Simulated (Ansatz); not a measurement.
# Si (diamond type): maximally localised Wannier functions, part 2 of 2

Where do the localised orbitals of Si (diamond type) sit, how far are they spread, and how do the settings change that? The runs, in order: PBE, valence s p on half of the atoms, 6×6×6; PBE, valence s p on half of the atoms, 4×4×4; PBE, valence s p on half of the atoms, 8×8×8; PBE, all s p, disentangled, 6×6×6; r2SCAN, valence s p on half of the atoms, 6×6×6; r2SCAN, all s p, disentangled, 6×6×6; HSE06, valence s p on half of the atoms, 6×6×6; HSE06, all s p, disentangled, 6×6×6 (level, trial orbitals, Wannier mesh).

Ansatz 0.2.0; plane waves, PAW.

## (6) r2SCAN, valence s p on half of the atoms, 6×6×6

Input file input.yaml:

```yaml
crystal:
  lattice:
    - [0.0, 2.7221188962, 2.7221188962]
    - [2.7221188962, 0.0, 2.7221188962]
    - [2.7221188962, 2.7221188962, 0.0]
  atoms:
    - { symbol: Si, position: [0.0, 0.0, 0.0] }
    - { symbol: Si, position: [0.25, 0.25, 0.25] }
kpoints:
  mp_grid: { grid: [6, 6, 6] }
  band_path:
    path:
      - [[0.0, 0.0, 0.0], [0.5, 1.099706215461e-34, 0.5], [0.625, 0.25, 0.625]]
      - [[0.375, 0.375, 0.75], [0.0, 0.0, 0.0], [0.5, 0.5, 0.5], [0.5, 0.25, 0.75], [0.5, 1.099706215461e-34, 0.5]]
    npoints: 10
hamiltonian:
  xc: r2scan
scf:
  occupations: { method: fixed }
  n_extra_bands: 6
output:
  forces: false
  stress: false
  eigenvalues: true
  wannier:
    kmesh: [6, 6, 6]
    projections: [{ site: 0, l: s, shell: 3 }, { site: 0, l: p, shell: 3 }]
    minimise: true
    write_hr: true
    conv_tol: 1.0e-08
    max_iter: 3000
```

Command:

```bash
$ ansatz run input.yaml --threads 4 --pin off --max-ram 3686MiB --backend cpu --events-out ev --progress --plain --runs-dir out
```

Output, shortened:

```text
Warning: RAYON_NUM_THREADS=4 ignored (pool sized by the plan → 4); use --threads N
scf.n_extra_bands = 6 over 4 filled bands (N_el = 8.0): the run solves 10 bands
[...]
Pseudopotentials: kind: paw
Pseudopotential: Si, paw, valence charge 4, recommended cutoff 500 eV (meta_gga), Si.paw.azcp
Functional definition: r2SCAN
[...]
Crystal: 2 atoms, lattice volume = 40.341 Å³
Basis set: ecut = 500 eV, 965 PW (Γ), exchange–correlation on 120×120×120 points (64 copies of the dense FFT grid, shifted against one another)
Bands: 10, of which v1, the nominal top of the filled ones, is band 4 counted from 1 (3 counted from 0)
Symmetry: 48 space group operations
Space group: Fd-3m (ITA 227), of the structure as read, at distance tolerance 3.4e-5 Å
k-points: 16 of 216
[...]
SCF iter   1: F=—  HF=-1278.096116 eV  |F-HF|=—  |Δ(HF+E_count)|=         —  Δρ=3.26e-3  dr2=3.02e-3  dr2_τ=1.24e-2  ethr=1.77e-3  ⟨swp⟩=4.2  Hψ=1027  notcnv=0  defer=56
[...]
SCF iter   6: F=-1278.111749 eV  HF=-1278.111749 eV  |F-HF|=2.42e-10  |Δ(HF+E_count)|=   3.06e-8  Δρ=1.32e-6  dr2=3.61e-10  dr2_τ=1.39e-12  ethr=4.39e-10  ⟨swp⟩=6.8  Hψ=1122  notcnv=0
[...]
NSCF: frozen V_eff on 62 k-points
NSCF: frozen V_eff on 19 k-points
the Wannier pass solved 19 of the 216 points of its mesh, and has the states at the others by symmetry: states obtained by the crystal's operations at points that were solved too leave a residual of 1.93e-13 eV (read by the count's bands and the next), within 4.17e-6 eV
SCF converged after 6 iterations
Free energy (F): -1278.111749 eV
[...]
E sigma→0 (E₀):  -1278.111749 eV
Fermi energy:    6.082456 eV
[...]
--- Band table (eV; the first three rows and the last of 16) ---
  k-point 0: bands = ["-6.4007", "6.0825", "6.0825", "6.0825", "8.8202", "8.8202", "8.8202", "9.9707", "14.1766", "14.1766"]
[...]
Wannier search: line search 1 of at most 3000: gauge-dependent spread (as the search counts it) 5.5465322 Å², largest recent change 1.2e0 Å² and fall left 7.5e-3 Å² against conv_tol 1.0e-8 Å², 0 stops escaped
```

It took 2.2 s on 4 threads of Arm Neoverse N1, shared host; peak memory 0.4 GiB.

wannier.win names the bands that the functions span: 1-4 (counted from 1; 4 are filled).

The head of wannier.spreads.toml:

```toml
omega_i_ang2 = 6.933247397968827
omega_d_ang2 = 0.00000000000000000004831199291001645
omega_od_ang2 = 0.5381652238559704
omega_total_ang2 = 7.471412621824798
least_projectability = 0.579553186095134
b_vectors_match_mmn = true
n_iter = 21
converged = true
rejected_fitted_steps = 0
```

The functions (centres in Å, on-site energies from the top of the filled bands):

```tsv
n	x	y	z	spread (Å²)	on-site (eV)	nearest atoms	distance (Å)
1	0.681	0.681	0.681	1.868	-5.272	Si1 Si2	1.18
2	-0.681	-0.681	0.681	1.868	-5.272	Si1 Si2	1.18
3	0.681	-0.681	-0.681	1.868	-5.272	Si1 Si2	1.18
4	-0.681	0.681	-0.681	1.868	-5.272	Si1 Si2	1.18
```

Along the path each interpolated band stays within 0.03, 0.11, 0.10, 0.05 eV of the nearest computed level, from the lowest band up.

## (7) r2SCAN, all s p, disentangled, 6×6×6

input.yaml, as its differences from that of step 6:

```diff
@@ -19,3 +19,3 @@
   occupations: { method: fixed }
-  n_extra_bands: 6
+  n_extra_bands: 8
 output:
@@ -26,3 +26,3 @@
     kmesh: [6, 6, 6]
-    projections: [{ site: 0, l: s, shell: 3 }, { site: 0, l: p, shell: 3 }]
+    projections: [{ species: Si, l: s, shell: 3 }, { species: Si, l: p, shell: 3 }]
     minimise: true
@@ -31 +31,2 @@
     max_iter: 3000
+    disentanglement: { window: [-19.92, 23.0], frozen_window: [-1.92, 8.5] }
```

Command:

```bash
$ ansatz run input.yaml --threads 4 --pin off --max-ram 3686MiB --backend cpu --events-out ev --progress --plain --runs-dir out
```

Output, shortened:

```text
Warning: RAYON_NUM_THREADS=4 ignored (pool sized by the plan → 4); use --threads N
scf.n_extra_bands = 8 over 4 filled bands (N_el = 8.0): the run solves 12 bands
[...]
[... 3 set-up lines as earlier in the session ...]
[...]
Crystal: 2 atoms, lattice volume = 40.341 Å³
Basis set: ecut = 500 eV, 965 PW (Γ), exchange–correlation on 120×120×120 points (64 copies of the dense FFT grid, shifted against one another)
Bands: 12, of which v1, the nominal top of the filled ones, is band 4 counted from 1 (3 counted from 0)
[... 2 set-up lines as earlier in the session ...]
k-points: 16 of 216
[...]
SCF iter   1: F=—  HF=-1278.096155 eV  |F-HF|=—  |Δ(HF+E_count)|=         —  Δρ=3.24e-3  dr2=3.04e-3  dr2_τ=1.23e-2  ethr=1.77e-3  ⟨swp⟩=4.1  Hψ=1115  notcnv=0  defer=88
[...]
NSCF: frozen V_eff on 19 k-points
the Wannier pass solved 19 of the 216 points of its mesh, and has the states at the others by symmetry: states obtained by the crystal's operations at points that were solved too leave a residual of 2.18e-13 eV (read by the count's bands and the next), within 4.17e-6 eV
SCF converged after 6 iterations
Free energy (F): -1278.111749 eV
[...]
E sigma→0 (E₀):  -1278.111749 eV
Fermi energy:    6.082454 eV
[...]
--- Band table (eV; the first three rows and the last of 16) ---
  k-point 0: bands = ["-6.4007", "6.0825", "6.0825", "6.0825", "8.8202", "8.8202", "8.8202", "9.9707", "14.1766", "14.1766", "14.7378", "18.0746"]
[...]
Wannier search: line search 1 of at most 3000: gauge-dependent spread (as the search counts it) 6.5474919 Å², largest recent change 1.6e0 Å² and fall left 2.9e-3 Å² against conv_tol 1.0e-8 Å², 0 stops escaped
WARN: <dir> by an estimate from the overlaps, the levels of the selected subspace lie 0.039 eV from the frozen bands on average, midway between mesh points. Up to 0.02 eV counts as a good interpolation. More projections, another frozen window or a finer output.wannier.kmesh can bring them closer
```

Wall time 4.7 s (4 threads of Arm Neoverse N1, shared host); peak memory 0.47 GiB.

The windows are typed on the program's own energy scale, on which the last band filled by count tops at 6.08 eV.

The head of wannier.spreads.toml:

```toml
omega_i_ang2 = 12.23201752896199
omega_d_ang2 = 0.10547430119211358
omega_od_ang2 = 1.8354403354858755
omega_total_ang2 = 14.17293216563998
least_projectability = 0.5301737999281839
b_vectors_match_mmn = true
n_iter = 23
converged = true
rejected_fitted_steps = 0
dis_converged = true
dis_n_iter = 108
dis_n_moved = 0
dis_level_miss = 0.03899684802864559
```

The functions (centres in Å, on-site energies from the top of the filled bands):

```tsv
n	x	y	z	spread (Å²)	on-site (eV)	nearest atoms	distance (Å)
1	0.456	0.456	-0.456	1.772	0.017	Si1	0.79
2	0.905	1.817	0.905	1.772	0.017	Si2	0.79
3	-0.456	0.456	0.456	1.772	0.017	Si1	0.79
4	-0.456	-0.456	-0.456	1.772	0.017	Si1	0.79
5	0.456	-0.456	0.456	1.772	0.017	Si1	0.79
6	1.817	1.817	1.817	1.772	0.017	Si2	0.79
7	1.817	0.905	0.905	1.772	0.017	Si2	0.79
8	0.905	0.905	1.817	1.772	0.017	Si2	0.79
```

Along the path each interpolated band stays within 0.03, 0.04, 0.07, 0.07, 0.70, 0.84, 1.17, 1.17 eV of the nearest computed level, from the lowest band up; bands outside the frozen window needn't match, and between the mesh's points a coarse mesh lets the others stray too.

Misses of an eV or more mean that the model does not follow those bands.

## (8) HSE06, valence s p on half of the atoms, 6×6×6

Input file input.yaml:

```yaml
crystal:
  lattice:
    - [0.0, 2.7221188962, 2.7221188962]
    - [2.7221188962, 0.0, 2.7221188962]
    - [2.7221188962, 2.7221188962, 0.0]
  atoms:
    - { symbol: Si, position: [0.0, 0.0, 0.0] }
    - { symbol: Si, position: [0.25, 0.25, 0.25] }
kpoints:
  mp_grid: { grid: [6, 6, 6] }
  band_path:
    path:
      - [0.0, 0.0, 0.0]
      - [0.5, 0.0, 0.5]
      - [0.625, 0.25, 0.625]
      - [0.375, 0.375, 0.75]
      - [0.5, 0.5, 0.5]
      - [0.5, 0.25, 0.75]
      - [0.0, 0.419271, 0.419271]
    npoints: 1
hamiltonian:
  xc: hse06
scf:
  occupations: { method: fixed }
  n_extra_bands: 6
output:
  forces: false
  stress: false
  eigenvalues: true
  wannier:
    kmesh: [6, 6, 6]
    projections: [{ site: 0, l: s, shell: 3 }, { site: 0, l: p, shell: 3 }]
    minimise: true
    write_hr: true
    conv_tol: 1.0e-08
    max_iter: 3000
```

Command:

```bash
$ ansatz run input.yaml --threads 4 --pin off --max-ram 3686MiB --backend cpu --events-out ev --progress --plain --runs-dir out
```

Output, shortened:

```text
Warning: RAYON_NUM_THREADS=4 ignored (pool sized by the plan → 4); use --threads N
scf.n_extra_bands = 6 over 4 filled bands (N_el = 8.0): the run solves 10 bands
[...]
[... 2 set-up lines as earlier in the session ...]
Functional definition: HSE06
[...]
davidson cushion auto → on  (no smearing: the cushion is to keep the highest requested band from converging to the state above it; pin scf.eigensolver.cushion to override)
Crystal: 2 atoms, lattice volume = 40.341 Å³
Basis set: ecut = 420 eV, 749 PW (Γ)
Bands: 10, of which v1, the nominal top of the filled ones, is band 4 counted from 1 (3 counted from 0)
[... 2 set-up lines as earlier in the session ...]
k-points: 16 of 216
[...]
hybrid SCF converged: 2 outer / 7 inner (+2 warm-up), last move |dexx| = 2.15e-8 eV, tail = 1.63e-8 eV
Stability not checked: this state was not tested for a lower state beside it, because the functional holds exact exchange (a hybrid, or Hartree-Fock), whose exchange loop this test does not read (fock_operator; see scf.lower_state_search)
Free energy (F): -1272.567746 eV
Frozen-core exchange: fock
[...]
E sigma→0 (E₀):  -1272.567746 eV
Fermi energy:    5.816259 eV
[...]
--- Band table (eV; the first three rows and the last of 16) ---
  k-point 0: bands = ["-7.4143", "5.8163", "5.8163", "5.8163", "9.1283", "9.1283", "9.1283", "10.0434", "14.5653", "14.5693"]
[...]
Wannier search: line search 1 of at most 3000: gauge-dependent spread (as the search counts it) 5.5278722 Å², largest recent change 1.2e0 Å² and fall left 6.7e-3 Å² against conv_tol 1.0e-8 Å², 0 stops escaped
```

It took 66 s on 4 threads of Arm Neoverse N1, shared host; peak memory 0.81 GiB.

wannier.win names the bands that the functions span: 1-4 (counted from 1; 4 are filled).

The head of wannier.spreads.toml:

```toml
omega_i_ang2 = 6.78539625432812
omega_d_ang2 = 0.0000000000000000006269541932479481
omega_od_ang2 = 0.509918284861344
omega_total_ang2 = 7.295314539189464
least_projectability = 0.5798968207621379
b_vectors_match_mmn = true
n_iter = 21
converged = true
rejected_fitted_steps = 0
```

The functions (centres in Å, on-site energies from the top of the filled bands):

```tsv
n	x	y	z	spread (Å²)	on-site (eV)	nearest atoms	distance (Å)
1	0.681	0.681	0.681	1.824	-5.556	Si1 Si2	1.18
2	-0.681	-0.681	0.681	1.824	-5.556	Si1 Si2	1.18
3	0.681	-0.681	-0.681	1.824	-5.556	Si1 Si2	1.18
4	-0.681	0.681	-0.681	1.824	-5.556	Si1 Si2	1.18
```

## (9) HSE06, all s p, disentangled, 6×6×6

input.yaml, as its differences from that of step 8:

```diff
@@ -24,3 +24,3 @@
   occupations: { method: fixed }
-  n_extra_bands: 6
+  n_extra_bands: 8
 output:
@@ -31,3 +31,3 @@
     kmesh: [6, 6, 6]
-    projections: [{ site: 0, l: s, shell: 3 }, { site: 0, l: p, shell: 3 }]
+    projections: [{ species: Si, l: s, shell: 3 }, { species: Si, l: p, shell: 3 }]
     minimise: true
@@ -36 +36,6 @@
     max_iter: 3000
+    disentanglement: { window: [-20.18, 23.11], frozen_window: [-2.18, 8.61] }
+  write_density: true
+  write_potential: true
+  elf: true
+  volumetric_format: npy
```

Command:

```bash
$ ansatz run input.yaml --threads 4 --pin off --max-ram 3686MiB --backend cpu --events-out ev --progress --plain --runs-dir out
```

Output, shortened:

```text
Warning: RAYON_NUM_THREADS=4 ignored (pool sized by the plan → 4); use --threads N
scf.n_extra_bands = 8 over 4 filled bands (N_el = 8.0): the run solves 12 bands
[...]
[... 3 set-up lines as earlier in the session ...]
[...]
davidson cushion auto → on  (no smearing: the cushion is to keep the highest requested band from converging to the state above it; pin scf.eigensolver.cushion to override)
Crystal: 2 atoms, lattice volume = 40.341 Å³
Basis set: ecut = 420 eV, 749 PW (Γ)
Bands: 12, of which v1, the nominal top of the filled ones, is band 4 counted from 1 (3 counted from 0)
[... 2 set-up lines as earlier in the session ...]
k-points: 16 of 216
[...]
SCF iter   1: F=—  HF=-1271.587120 eV  |F-HF|=—  |Δ(HF+E_count)|=         —  Δρ=7.44e-4  dr2=9.27e-5  ethr=1.77e-3  ⟨swp⟩=6.6  Hψ=1003  notcnv=0
[...]
SCF 1 stopped early in 2 iterations: F = -1271.587303 eV  dr2 = 2.33e-5
[...]
hybrid SCF converged: 2 outer / 7 inner (+2 warm-up), last move |dexx| = 2.13e-8 eV, tail = 1.56e-8 eV
Stability not checked: this state was not tested for a lower state beside it, because the functional holds exact exchange (a hybrid, or Hartree-Fock), whose exchange loop this test does not read (fock_operator; see scf.lower_state_search)
Free energy (F): -1272.567746 eV
Frozen-core exchange: fock
[...]
E sigma→0 (E₀):  -1272.567746 eV
Fermi energy:    5.816263 eV
[...]
--- Band table (eV; the first three rows and the last of 16) ---
  k-point 0: bands = ["-7.4143", "5.8163", "5.8163", "5.8163", "9.1283", "9.1283", "9.1283", "10.0434", "14.5653", "14.5693", "14.5693", "18.0942"]
[...]
Wannier search: line search 1 of at most 3000: gauge-dependent spread (as the search counts it) 6.5942048 Å², largest recent change 1.6e0 Å² and fall left 2.9e-3 Å² against conv_tol 1.0e-8 Å², 0 stops escaped
WARN: <dir> by an estimate from the overlaps, the levels of the selected subspace lie 0.041 eV from the frozen bands on average, midway between mesh points. Up to 0.02 eV counts as a good interpolation. More projections, another frozen window or a finer output.wannier.kmesh can bring them closer
```

It took 1.8 min on 4 threads of Arm Neoverse N1, shared host; peak memory 0.81 GiB.

The windows are typed on the program's own energy scale, on which the last band filled by count tops at 5.82 eV.

The head of wannier.spreads.toml:

```toml
omega_i_ang2 = 12.392482002592573
omega_d_ang2 = 0.10772350295277194
omega_od_ang2 = 1.8812247125686306
omega_total_ang2 = 14.381430218113975
least_projectability = 0.5224122710313899
b_vectors_match_mmn = true
n_iter = 23
converged = true
rejected_fitted_steps = 0
dis_converged = true
dis_n_iter = 109
dis_n_moved = 0
dis_level_miss = 0.04099501714242586
```

The functions (centres in Å, on-site energies from the top of the filled bands):

```tsv
n	x	y	z	spread (Å²)	on-site (eV)	nearest atoms	distance (Å)
1	0.457	0.457	-0.457	1.798	0.135	Si1	0.79
2	0.904	1.818	0.904	1.798	0.135	Si2	0.79
3	-0.457	0.457	0.457	1.798	0.135	Si1	0.79
4	-0.457	-0.457	-0.457	1.798	0.135	Si1	0.79
5	0.457	-0.457	0.457	1.798	0.135	Si1	0.79
6	1.818	1.818	1.818	1.798	0.135	Si2	0.79
7	1.818	0.904	0.904	1.798	0.135	Si2	0.79
8	0.904	0.904	1.818	1.798	0.135	Si2	0.79
```

## (10) All runs side by side

```tsv
run	functions	total spread (Å²)	invariant part (Å²)	mean spread (Å²)	largest miss of a band (eV)	time
PBE, valence s p on half of the atoms, 6×6×6	4	7.633	7.092	1.908	0.12	1.3 s
PBE, valence s p on half of the atoms, 4×4×4	4	6.456	5.904	1.614	0.34	1.1 s
PBE, valence s p on half of the atoms, 8×8×8	4	8.215	7.718	2.054	0.05	1.8 s
PBE, all s p, disentangled, 6×6×6	8	13.669	11.807	1.709	1.26	3.5 s
r2SCAN, valence s p on half of the atoms, 6×6×6	4	7.471	6.933	1.868	0.11	2.2 s
r2SCAN, all s p, disentangled, 6×6×6	8	14.173	12.232	1.772	1.17	4.7 s
HSE06, valence s p on half of the atoms, 6×6×6	4	7.295	6.785	1.824	not checked	66 s
HSE06, all s p, disentangled, 6×6×6	8	14.381	12.392	1.798	not checked	1.8 min
```

## (11) Summary of results

This closing draws on all 2 parts.

| quantity | value |
| --- | --- |
| total spread, PBE, valence s p on half of the atoms, 6×6×6 | 7.63 Å² over 4 functions |
| total spread, PBE, valence s p on half of the atoms, 4×4×4 | 6.46 Å² over 4 functions |
| total spread, PBE, valence s p on half of the atoms, 8×8×8 | 8.22 Å² over 4 functions |
| total spread, PBE, all s p, disentangled, 6×6×6 | 13.67 Å² over 8 functions |
| total spread, r2SCAN, valence s p on half of the atoms, 6×6×6 | 7.47 Å² over 4 functions |
| total spread, r2SCAN, all s p, disentangled, 6×6×6 | 14.17 Å² over 8 functions |
| total spread, HSE06, valence s p on half of the atoms, 6×6×6 | 7.30 Å² over 4 functions |
| total spread, HSE06, all s p, disentangled, 6×6×6 | 14.38 Å² over 8 functions |
| centres of the first set | 1.18 Å from the nearest atom |

**Reading.** With PBE, valence s p on half of the atoms, 6×6×6 the 4 functions sit midway between two atoms, as bond orbitals, with a mean spread of 1.91 Å²; 93 % of the total is gauge invariant. The total spread goes from 6.46 Å² on 4×4×4 to 8.22 Å² on 8×8×8: finite differences in k understate it on coarse meshes, while the largest miss of a band goes from 0.34 to 0.05 eV. On one set and mesh the functional gives 7.63 (PBE), 7.47 (r2SCAN), 7.30 (HSE06) Å². The disentangled models miss some band by up to 1.3 eV, which may lie outside their frozen windows.
